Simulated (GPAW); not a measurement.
Wanted: an ASE script for a GPAW 26.7.0 run.

```yaml
Task: single point
Functional: HSE06
Potentials_or_basis: GPAW PAW data sets (gpaw-data 1.2.1)
Cutoff: 450 eV
Basis: pw
k_mesh: 6 × 6 × 6
Occupations: fermi-dirac, width 0.05 eV
Spin: no spin polarisation
Maxiter: 60
Ranks: 8
```

Crystal: ZnSe (Stilleite).

```
Se Zn
1.0
     0.00000    2.83380    2.83380
     2.83380    0.00000    2.83380
     2.83380    2.83380    0.00000
Se Zn
1 1
Direct
  0.75000 0.75000 0.75000
  0.00000 0.00000 0.00000
```

One way to write it, as run:

run.py

```python
from ase import Atoms
from ase.dft.bandgap import bandgap
from ase.io import write
from ase.parallel import parprint
from gpaw import GPAW, PW

atoms = Atoms(['Se', 'Zn'],
              cell=[[0.0, 2.8338, 2.8338],
                    [2.8338, 0.0, 2.8338],
                    [2.8338, 2.8338, 0.0]],
              scaled_positions=[[0.75, 0.75, 0.75],
                                [0.0, 0.0, 0.0]],
              pbc=True)

calc = GPAW(mode=PW(450),
            xc='HSE06',
            kpts={'size': (6, 6, 6), 'gamma': True},
            occupations={'name': 'fermi-dirac', 'width': 0.05},
            nbands=14,
            convergence={'density': 1e-05, 'energy': 1e-05},
            maxiter=60,
            txt='gpaw.txt')
atoms.calc = calc
energy = atoms.get_potential_energy()
forces = atoms.get_forces()
calc.write('gs.gpw')
write('result.traj', atoms)
parprint(f'Energy: {energy:.6f} eV')
parprint('Forces (eV/A):')
parprint(forces.round(4))
parprint('Fermi level:', round(calc.get_fermi_level(), 4), 'eV')
parprint(f'Gap: {bandgap(calc)[0]:.4f} eV, direct: {bandgap(calc, direct=True)[0]:.4f} eV')
```

Potentials or basis: GPAW PAW data sets (gpaw-data 1.2.1), pw.

The run is started by

```console
$ OMP_NUM_THREADS=1 mpirun -n 8 gpaw python run.py
```

Results of the run:

* Band gap on the k mesh: 2.29 eV, direct

Caveat: the PAW data sets were made with another functional, which shifts forces and pressure a little.

It took 46 min on 8 MPI ranks on Intel(R) Xeon(R) Processor @ 2.50GHz (Skylake/Cascade Lake) (shared host), peak memory 0.22 GiB a rank.
